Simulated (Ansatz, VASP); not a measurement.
# AlN: VASP beside Ansatz

```
CELL_PARAMETERS angstrom
0.00000 -2.20157 -2.20157
-2.20157 0.00000 -2.20157
2.20157 2.20157 -4.40314
ATOMIC_POSITIONS crystal
Al 0.99276 0.03711 0.00088
Al 0.50901 0.46466 0.50088
N 0.36602 0.40575 0.87330
N 0.88058 0.84084 0.37330
```

Change from the starting cell: mode 4 frozen in at -0.102 Å and mode 10 at +0.015 Å (largest displacements).

Alike in both runs: task single point; functional PBE; k mesh 6 × 6 × 6; occupations gaussian, width 0.05 eV; no spin polarisation.

```csv
,VASP,Ansatz
version,VASP 6.6.1,Ansatz 0.2.0
potentials or method,"VASP PAW PBE potentials, release 64 (Al, N)","scalar-relativistic, plane waves, PAW"
plane-wave cutoff (eV),520,520
valence electrons in the cell,16,16
```

```csv
,VASP,Ansatz,Ansatz less VASP
gap on the k mesh at the Fermi level (eV),3.25,3.26,+0.007
least direct gap on the mesh (eV),3.75,3.76,+0.005
pressure (GPa),-0.6,-0.3,+0.26
largest component of the traceless stress (GPa),1.42,1.42,-0.002
rms of the force components (eV/Å),0.278,0.277,-0.0012
```

Atom by atom the forces differ by 0.001 eV/Å (rms over components).

A k mesh can miss the band edges.
